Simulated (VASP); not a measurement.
A run of VASP 6.6.1 is set up as follows.

Contents of POSCAR:

```
GaAs
1.0
    0.0000000000      2.8268500000      2.8268500000
    2.8268500000      0.0000000000      2.8268500000
    2.8268500000      2.8268500000      0.0000000000
As Ga
1 1
Direct
    0.7500000000      0.7500000000      0.7500000000
    0.0000000000      0.0000000000      0.0000000000
```

INCAR.step1

```
SYSTEM = GaAs
PREC = Accurate ; ENCUT = 600
EDIFF = 1E-8 ; ISMEAR = -1
SIGMA = 0.05 ; LREAL = .False.
LASPH = .True. ; NELM = 60
ALGO = Normal ; ISIF = 3
LWAVE = .False. ; LCHARG = .False.
GGA = CA ; IBRION = 2
NSW = 40 ; EDIFFG = -0.002
```

File INCAR.step2:

```
SYSTEM = GaAs
PREC = Accurate ; ENCUT = 600
EDIFF = 1E-8 ; ISMEAR = -1
SIGMA = 0.05 ; LREAL = .False.
LASPH = .True. ; NELM = 60
ALGO = Normal ; ISIF = 3
LWAVE = .False. ; LCHARG = .False.
GGA = CA ; IBRION = 6
NFREE = 2 ; POTIM = 0.015
NSW = 1
```

File KPOINTS:

```
Automatic mesh
0
Gamma
  6 6 6
  0 0 0
```

Potentials or basis: VASP PAW LDA potentials, release 64 (As, Ga_d).

Command:

```console
$ cat potpaw_LDA.64/As/POTCAR potpaw_LDA.64/Ga_d/POTCAR > POTCAR
$ cp INCAR.step1 INCAR
$ mpirun -np 1 vasp_std > vasp.out
$ cp CONTCAR POSCAR
$ cp INCAR.step2 INCAR
$ mpirun -np 1 vasp_std > vasp.out
```

(1) Estimate the elastic constants C11, C12, C44.

(2) Predict the Voigt bulk modulus.

(3) What does it give for the space group after relaxing (to 0.05 Å)?

Answers

(1) 117, 53, 58 GPa.

(2) 74 GPa.

(3) F-43m (No. 216).
